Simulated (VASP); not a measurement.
# Sn: molecular dynamics with a monitored distance, by stops when the distance exceeds

Sn, Fd-3m (no. 227), 8 atoms in the cell. PBE, molecular dynamics; PAW potentials Sn (PBE set).

| Stops when the distance exceeds (Å) | Largest distance met (Å) | Steps run | Mean temperature (K) | Time (s) |
|---|---|---|---|---|
| 2.968 | 2.951 | 80 | 790 | 252 |
| 4.48 | 2.951 | 80 | 790 | 250 |

Limits: 320 fs of 8 atoms are too short for converged averages; the distance is that to the nearest periodic copy, which so small a cell caps.

## Input of the first row

INCAR:
```
GGA = PE
PREC = Normal
ENCUT = 200
EDIFF = 1E-5
NELMIN = 4
NELM = 60
ALGO = Fast
LREAL = Auto
LASPH = T
ISMEAR = -1
SIGMA = 0.05
ISYM = 0
LWAVE = F
LCHARG = F
IBRION = 0
NSW = 80
POTIM = 4.0
TEBEG = 1000
TEEND = 1000
ISIF = 2
MDALGO = 1
ANDERSEN_PROB = 0.05
RANDOM_SEED = 213284 0 0
VALUE_MAX = 2.968
VALUE_MIN = 1.4
KPAR = 2
```

KPOINTS:
```
k-points
0
Monkhorst-Pack
  2 2 2
```

ICONST:
```
R 1 6 7
```

POSCAR:
```
Sn
1.0
    6.4666856000      0.0000000000      0.0000000000
    0.0000000000      6.4666856000      0.0000000000
    0.0000000000      0.0000000000      6.4666856000
Sn
8
Direct
    0.2500000000      0.2500000000      0.2500000000
    0.5000000000      0.0000000000      0.5000000000
    0.2500000000      0.7500000000      0.7500000000
    0.5000000000      0.5000000000      0.0000000000
    0.7500000000      0.2500000000      0.7500000000
    0.0000000000      0.0000000000      0.0000000000
    0.7500000000      0.7500000000      0.2500000000
    0.0000000000      0.5000000000      0.5000000000
```

Commands:
```
cat potpaw_PBE.64/Sn/POTCAR > POTCAR
mpirun -np 2 vasp_std > vasp.out
```

Changes of the last row against the first:
```
- VALUE_MAX = 2.968
+ VALUE_MAX = 4.48
```

VASP 6.6.1 took 252 s on 2 cores (Intel Xeon Platinum 8259CL @ 2.50GHz (Skylake/Cascade Lake)), a shared host.
